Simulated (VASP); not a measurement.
# CdS (Fm-3m) in VASP: further runs

Runs on CdS. Level: PBEsol. Tasks: dielectric tensor.

Program: VASP 6.6.1. These are calculated values, not measurements. Logs are shortened: lines on timing, memory, paths and dates and some standing lists are left out, and cuts for length are marked.

### 1 Starting point

It takes space group Fm-3m (No. 225, cubic). The conventional cell has a = 5.506 Å, b = 5.506 Å, c = 5.506 Å, α = 90.00°, β = 90.00°, γ = 90.00°. Cd (site symmetry m-3m) has 6 S at 2.75 Å as nearest neighbours. S (site symmetry m-3m) is surrounded by 6 Cd at 2.75 Å.

Measurements of this composition are mostly on another form, of space group No. 186.

### 2 Dielectric tensor, PBEsol

The input, INCAR:

```
ALGO = Normal
EDIFF = 1E-8
ENCUT = 400
GGA = PS
ISIF = 2
ISMEAR = 0
LASPH = True
LCHARG = False
LEPSILON = True
LREAL = False
LWAVE = False
NELM = 100
PREC = Accurate
SIGMA = 0.01
```

The input, KPOINTS:

```
k-points
0
Gamma
  7 7 7
```

The input, POSCAR:

```
CdS
1.0
    0.0000000000      2.7532440000      2.7532440000
    2.7532440000      0.0000000000      2.7532440000
    2.7532440000      2.7532440000      0.0000000000
Cd S
1 1
Direct
    0.0000000000      0.0000000000      0.0000000000
    0.5000000000      0.5000000000      0.5000000000
```

Potentials or basis: VASP PAW PBE potentials, release 64 (Cd, S).

Run with:

```console
> cat potpaw_PBE.64/Cd/POTCAR potpaw_PBE.64/S/POTCAR > POTCAR
> mpirun -np 1 vasp_std > vasp.out
```

OUTCAR:

```text
EDIFF = 1E-8
   ENCUT = 400
   GGA = PS
   ISIF = 2
   ISMEAR = 0
   LASPH = True
   LEPSILON = True
   LREAL = False
   NELM = 100
   PREC = Accurate

 Found     20 irreducible k-points:

 Following reciprocal coordinates:
            Coordinates               Weight
  0.000000  0.000000  0.000000      1.000000
  0.142857  0.000000  0.000000      8.000000
  0.285714  0.000000  0.000000      8.000000
  0.428571  0.000000  0.000000      8.000000
  0.142857  0.142857  0.000000      6.000000
  0.285714  0.142857  0.000000     24.000000
   k-points           NKPTS =     20   k-points in BZ     NKDIM =     20   number of bands    NBANDS=     13
   number of dos      NEDOS =    301   number of ions     NIONS =      2
   total plane-waves  NPLWV =  21952
   dimension x,y,z NGX =    28 NGY =   28 NGZ =   28
   dimension x,y,z NGXF=    56 NGYF=   56 NGZF=   56
   ions per type =               1   1
   NGX,Y,Z   is equivalent  to a cutoff of  11.95, 11.95, 11.95 a.u.
   NGXF,Y,Z  is equivalent  to a cutoff of  23.91, 23.91, 23.91 a.u.
 SYSTEM =  unknown system
   PREC   = accura    normal or accurate (medium, high low for compatibility)
   ISTART =      0    job   : 0-new  1-cont  2-samecut
   ICHARG =      2    charge: 1-file 2-atom 10-const
   ISPIN  =      1    spin polarized calculation?
   LNONCOLLINEAR =      F non collinear calculations
   LSORBIT =      F    spin-orbit coupling
   LASPH  =      T    aspherical Exc in radial PAW
   ENCUT  =  400.0 eV  29.40 Ry    5.42 a.u.   6.35  6.35  6.35*2*pi/ulx,y,z
   NELM   =    100;   NELMIN=  2; NELMDL= -5     # of ELM steps
   EDIFF  = 0.1E-07   stopping-criterion for ELM
   LREAL  =      F    real-space projection
   EDIFFG = 0.1E-06   stopping-criterion for IOM
   NSW    =      0    number of steps for IOM
   IBRION =     -1    ionic relax: 0-MD 1-quasi-New 2-CG
   NFREE  =      0    steps in history (QN), initial steepest desc. (CG)
   ISIF   =      2    stress and relaxation
   ISYM   =      2    0-nonsym 1-usesym 2-fastsym
   POTIM  = 0.5000    time-step for ionic-motion
   TEBEG  =    0.0;   TEEND  =   0.0 temperature during run
   PSTRESS=    0.0 pullay stress
   NELECT =      18.0000    total number of electrons
   NUPDOWN=      -1.0000    fix difference up-down
   EMIN   =  10.00;   EMAX   =-10.00  energy-range for DOS
   EFERMI =   0.00;   METHOD = LEGACY
   ISMEAR =     0;   SIGMA  =   0.01  broadening in eV -4-tet -1-fermi 0-gaus
   EFERMI_NEDOS =   21; number of points for ismear=-14 and -15
   IALGO  =     38    algorithm
   IMIX   =      4    mixing-type and parameters
     AMIX     =   0.40;   BMIX     =  1.00
     AMIX_MAG =   1.60;   BMIX_MAG =  1.00
  volume/ion in A,a.u.               =      20.87       140.84
  Fermi-wavevector in a.u.,A,eV,Ry     =   1.236833  2.337275 20.813583  1.529755
  Thomas-Fermi vector in A             =   2.371425
   LORBIT       =      0    0 simple, 1 ext, 2 COOP (PROOUT), +10 PAW based schemes
   GGA     = PS    functional components
   LHFCALC =     F    Hartree Fock is set to
   AEXX    =    0.0000 exact exchange contribution
   IVDW    =     0    specifies the selected vdW correction
   LEPSILON=     T    determine dielectric tensor
   LRPA    =     F    only Hartree local field effects (RPA)
 non-spin polarized calculation
 Gauss-broadening in eV      SIGMA  =   0.01
  energy-cutoff  :      400.00
  volume of cell :       41.74
 maximum number of plane-waves:       769
 NGX is ok and might be reduce to    28
   NGX = 13   NGY = 13   NGZ = 13

--------------------------------------- Ionic step        1  -------------------------------------------

 number of electron      17.9999990 magnetization

 E-fermi :   2.7315     XC(G=0): -10.5082

 val. band max:        2.6229483855   @ k =  -0.2857   0.1429   0.0000
 cond. band min:       3.0105148480   @ k =   0.4286   0.4286   0.0000
 fundamental gap:      0.3875664625
 Fermi energy:         2.7314870916

 k-point     1 :       0.0000    0.0000    0.0000
  band No.  band energies     occupation
      1     -10.0646      2.00000
      2      -4.9380      2.00000
      3      -4.9380      2.00000
      4      -4.9362      2.00000
      5      -4.9362      2.00000
      6      -4.9362      2.00000
      7       1.9094      2.00000
      8       1.9094      2.00000
      9       1.9094      2.00000
     10       3.3205      0.00000
     11      11.7644      0.00000
     12      11.7644      0.00000
     13      11.7644      0.00000

 k-point     2 :       0.1429    0.0000    0.0000
  band No.  band energies     occupation
      1      -9.8945      2.00000
      2      -4.9959      2.00000
      3      -4.9959      2.00000
      4      -4.9559      2.00000
      5      -4.9001      2.00000
      6      -4.9001      2.00000
      7       0.4939      2.00000
      8       2.0291      2.00000
      9       2.0291      2.00000
     10       4.7151      0.00000
     11      10.3026      0.00000
     12      11.2302      0.00000
     13      11.2302      0.00000

 k-point     3 :       0.2857    0.0000    0.0000
  band No.  band energies     occupation
      1      -9.4581      2.00000
      2      -5.1213      2.00000
      3      -5.1213      2.00000
      4      -5.0305      2.00000
      5      -4.8161      2.00000
      6      -4.8161      2.00000
      7      -1.1197      2.00000
      8       2.3173      2.00000
      9       2.3173      2.00000
     10       5.9575      0.00000
     11       9.1565      0.00000
     12       9.5932      0.00000
     13       9.5932      0.00000

 k-point     4 :       0.4286    0.0000    0.0000
  band No.  band energies     occupation
      1      -9.0261      2.00000
      2      -5.2174      2.00000
      3      -5.2174      2.00000
      4      -5.1577      2.00000
      5      -4.7475      2.00000
      6      -4.7475      2.00000
      7      -2.0751      2.00000
      8       2.5784      2.00000
      9       2.5784      2.00000
     10       6.0288      0.00000
     11       8.5654      0.00000
     12       8.5654      0.00000
     13       9.1679      0.00000

 k-point     5 :       0.1429    0.1429    0.0000
  band No.  band energies     occupation
      1      -9.8489      2.00000
      2      -5.0522      2.00000
      3      -4.9654      2.00000
      4      -4.9180      2.00000
      5      -4.9001      2.00000
      6      -4.9001      2.00000
      7       0.7028      2.00000
      8       1.6739      2.00000
      9       1.6739      2.00000
     10       5.2046      0.00000
     11       9.9929      0.00000
     12      10.4739      0.00000
     13      11.4639      0.00000

 k-point     6 :       0.2857    0.1429    0.0000
  band No.  band energies     occupation
      1      -9.5328      2.00000
      2      -5.1229      2.00000
      3      -4.9968      2.00000
      4      -4.9919      2.00000
      5      -4.8446      2.00000
      6      -4.8074      2.00000
      7      -0.5417      2.00000
      8       1.6191      2.00000
      9       1.8607      2.00000
     10       6.1454      0.00000
     11       8.4465      0.00000
     12       9.7448      0.00000
     13      10.8727      0.00000

 [... further k-points ...]

  FORCE on cell =-STRESS in cart. coord.  units (eV):
  Direction    XX          YY          ZZ          XY          YZ          ZX
  --------------------------------------------------------------------------------------
  -------------------------------------------------------------------------------------
  Total       -1.1545949     -1.1545949     -1.1545949      0.0000000      0.0000000      0.0000000
  in kB      -44.3175899    -44.3175899    -44.3175899      0.0000000      0.0000000      0.0000000
  external PRESSURE =     -44.3175899 kB  Pullay stress =       0.0000000 kB

 VOLUME and BASIS-vectors are now :
 -----------------------------------------------------------------------------
  energy-cutoff  :      400.00
  volume of cell :       41.74
      direct lattice vectors                 reciprocal lattice vectors
     0.000000000  2.753244000  2.753244000    -0.181603955  0.181603955  0.181603955
     2.753244000  0.000000000  2.753244000     0.181603955 -0.181603955  0.181603955
     2.753244000  2.753244000  0.000000000     0.181603955  0.181603955 -0.181603955

 POSITION                                       TOTAL-FORCE (eV/Angst)
 -----------------------------------------------------------------------------------
      0.00000      0.00000      0.00000         0.000000      0.000000      0.000000
      2.75324      2.75324      2.75324        -0.000000     -0.000000     -0.000000
 -----------------------------------------------------------------------------------
    total drift:                                0.000000      0.000000      0.000000

  FREE ENERGIE OF THE ION-ELECTRON SYSTEM (eV)
  ---------------------------------------------------
  free  energy   TOTEN  =        -6.6153914511 eV

  energy  without entropy=       -6.6153914511  energy(sigma->0) =       -6.61539145

 HEAD OF MICROSCOPIC STATIC DIELECTRIC TENSOR (INDEPENDENT PARTICLE, excluding Hartree and local field effects)
 ------------------------------------------------------
          11.044713    -0.000000     0.000000
          -0.000000    11.044713     0.000000
          -0.000000    -0.000000    11.044713
 ------------------------------------------------------

 Free energy of the ion-electron system (eV)
  ---------------------------------------------------
  ---------------------------------------------------
  free energy    TOTEN  =        -1.16310085 eV

  energy without entropy =       -1.16310085

------------------------ aborting loop because EDIFF is reached ----------------------------------------

--------------------------------------- Ionic step        2  -------------------------------------------

------------------------ aborting loop because EDIFF is reached ----------------------------------------

--------------------------------------- Ionic step        3  -------------------------------------------

 Free energy of the ion-electron system (eV)
  ---------------------------------------------------
  ---------------------------------------------------
  free energy    TOTEN  =        -1.16310785 eV

  energy without entropy =       -1.16310785

------------------------ aborting loop because EDIFF is reached ----------------------------------------

 PIEZOELECTRIC TENSOR FIELD DIRECTION 3  (e Angst)
 -----------------------------------------------------------------------------
     0.00090  0.00000  0.00000           ( -0.00000  0.00000  0.00000)
     0.00000  0.00090  0.00000           (  0.00000 -0.00000  0.00000)
     0.00000  0.00000 -0.00383           (  0.00000  0.00000  0.00002)

 PIEZOELECTRIC TENSOR FIELD DIRECTION 3  (C/m^2)
 -----------------------------------------------------------------------------
     0.00035  0.00000  0.00000
     0.00000  0.00035  0.00000
     0.00000  0.00000 -0.00147

 MACROSCOPIC STATIC DIELECTRIC TENSOR (including local field effects in DFT)
 ------------------------------------------------------
          10.611430     0.000000    -0.000000
           0.000000    10.611430    -0.000000
           0.000000     0.000000    10.611430
 ------------------------------------------------------

 PIEZOELECTRIC TENSOR (including local field effects)  for field in x, y, z        (e  Angst)
          XX          YY          ZZ          XY          YZ          ZX
  --------------------------------------------------------------------------------
  x     0.00000     0.00000     0.00000     0.00000     0.00000     0.00000
  y     0.00000     0.00000     0.00000     0.00000     0.00000     0.00000
  z     0.00000     0.00000     0.00000     0.00000     0.00000     0.00000

 PIEZOELECTRIC TENSOR (including local field effects)  for field in x, y, z        (C/m^2)
          XX          YY          ZZ          XY          YZ          ZX
  --------------------------------------------------------------------------------
  x     0.00000     0.00000     0.00000     0.00000     0.00000     0.00000
  y     0.00000     0.00000     0.00000     0.00000     0.00000     0.00000
  z     0.00000     0.00000     0.00000     0.00000     0.00000     0.00000

 BORN EFFECTIVE CHARGES (including local field effects) (in |e|, cummulative output)
 ---------------------------------------------------------------------------------
 ion    1
    1     3.09285    -0.00000     0.00000
    2     0.00000     3.09285    -0.00000
    3    -0.00000    -0.00000     3.09285
 ion    2
    1    -3.09285     0.00000    -0.00000
    2    -0.00000    -3.09285     0.00000
    3     0.00000     0.00000    -3.09285
```

It took 73 s on 1 thread of Intel Xeon Platinum 8488C (Sapphire Rapids), shared host; peak memory 0.19 GiB.

These settings aren't checked as converged: the numbers below hold their error.

Results:

- Band gap on the k mesh: 0.39 eV, indirect (least direct gap 1.41 eV)
- Electronic dielectric tensor (diagonal): 10.61
- Born charges (mean of the diagonal): Cd +3.09; S -3.09 e

Caveat: the gap is small at this level, which inflates the dielectric constant; the PAW data sets were made with another functional, which shifts forces and pressure a little; an odd mesh through Γ misses points on the zone boundary, where band edges often lie.

### 3 Dielectric tensor, PBEsol

Changes to INCAR since step 2:

```diff
@@ -1,4 +1,4 @@
 ALGO = Normal
-EDIFF = 1E-8
-ENCUT = 400
+EDIFF = 1E-4
+ENCUT = 350
 GGA = PS
```

The input, KPOINTS:

```
k-points
0
Gamma
  8 8 8
```

POSCAR is that of step 2.

Potentials or basis: VASP PAW PBE potentials, release 64 (Cd, S).

Run with:

```console
> cat potpaw_PBE.64/Cd/POTCAR potpaw_PBE.64/S/POTCAR > POTCAR
> mpirun -np 1 vasp_std > vasp.out
```

OUTCAR:

```text
EDIFF = 1E-4
   ENCUT = 350
   GGA = PS
   ISIF = 2
   ISMEAR = 0
   LASPH = True
   LEPSILON = True
   LREAL = False
   NELM = 100
   PREC = Accurate

 Found     29 irreducible k-points:

 Following reciprocal coordinates:
            Coordinates               Weight
  0.000000  0.000000  0.000000      1.000000
  0.125000  0.000000  0.000000      8.000000
  0.250000  0.000000  0.000000      8.000000
  0.375000  0.000000  0.000000      8.000000
  0.500000  0.000000  0.000000      4.000000
  0.125000  0.125000  0.000000      6.000000
   k-points           NKPTS =     29   k-points in BZ     NKDIM =     29   number of bands    NBANDS=     13
   number of dos      NEDOS =    301   number of ions     NIONS =      2
   total plane-waves  NPLWV =  13824
   dimension x,y,z NGX =    24 NGY =   24 NGZ =   24
[... 233 lines left out ...]
     0.00000  0.00010  0.00000
     0.00000 -0.00000 -0.00119

 MACROSCOPIC STATIC DIELECTRIC TENSOR (including local field effects in DFT)
 ------------------------------------------------------
          10.145363     0.000000    -0.000000
           0.000000    10.145363     0.000000
           0.000000     0.000000    10.145363
 ------------------------------------------------------

 PIEZOELECTRIC TENSOR (including local field effects)  for field in x, y, z        (e  Angst)
          XX          YY          ZZ          XY          YZ          ZX
  --------------------------------------------------------------------------------
  x     0.00000     0.00000     0.00000     0.00000     0.00000     0.00000
  y     0.00000     0.00000     0.00000     0.00000     0.00000     0.00000
  z     0.00000     0.00000     0.00000     0.00000     0.00000     0.00000

 PIEZOELECTRIC TENSOR (including local field effects)  for field in x, y, z        (C/m^2)
          XX          YY          ZZ          XY          YZ          ZX
  --------------------------------------------------------------------------------
  x     0.00000     0.00000     0.00000     0.00000     0.00000     0.00000
  y     0.00000     0.00000     0.00000     0.00000     0.00000     0.00000
  z     0.00000     0.00000     0.00000     0.00000     0.00000     0.00000

 BORN EFFECTIVE CHARGES (including local field effects) (in |e|, cummulative output)
 ---------------------------------------------------------------------------------
 ion    1
    1     3.06662     0.00000    -0.00000
    2    -0.00000     3.06662    -0.00000
    3    -0.00000     0.00000     3.06662
 ion    2
    1    -3.06662    -0.00000     0.00000
    2     0.00000    -3.06662     0.00000
    3     0.00000    -0.00000    -3.06662
```

stdout:

```text
POSCAR found type information on POSCAR CdS
 POSCAR found :  2 types and       2 ions
 scaLAPACK will be used
 -----------------------------------------------------------------------------
|                                                                             |
|                                                                             |
|     You enforced a specific xc type in the INCAR file but a different       |
[... 28 lines left out ...]
  Direction:   1
 dielectric tensor                  component  1 :    10.145     3.638     0.893
 Linear response to external field, progress :
  Direction:   2
 dielectric tensor                  component  2 :     3.662    10.145    -0.199
 Linear response to external field, progress :
  Direction:   3
 dielectric tensor                  component  3 :     0.863     2.517    10.145
 Born effective charges drift removed
```

Run time: 33 s. Hardware: 1 thread of Intel Xeon Platinum 8488C (Sapphire Rapids), shared host; peak memory 0.18 GiB.

The run converged, but some of its settings lie outside the range that counts as converged, so its numbers aren't taken as properties of the crystal.

What came out:

```yaml
Band_gap_on_the_k_mesh: 0.13 eV, indirect (least direct gap 1.41 eV)
Electronic_dielectric_tensor_diagonal: 10.15
Born_charges_mean_of_the_diagonal: Cd +3.07; S -3.07 e
```

Caveat: the gap is small at this level, which inflates the dielectric constant; the PAW data sets were made with another functional, which shifts forces and pressure a little.
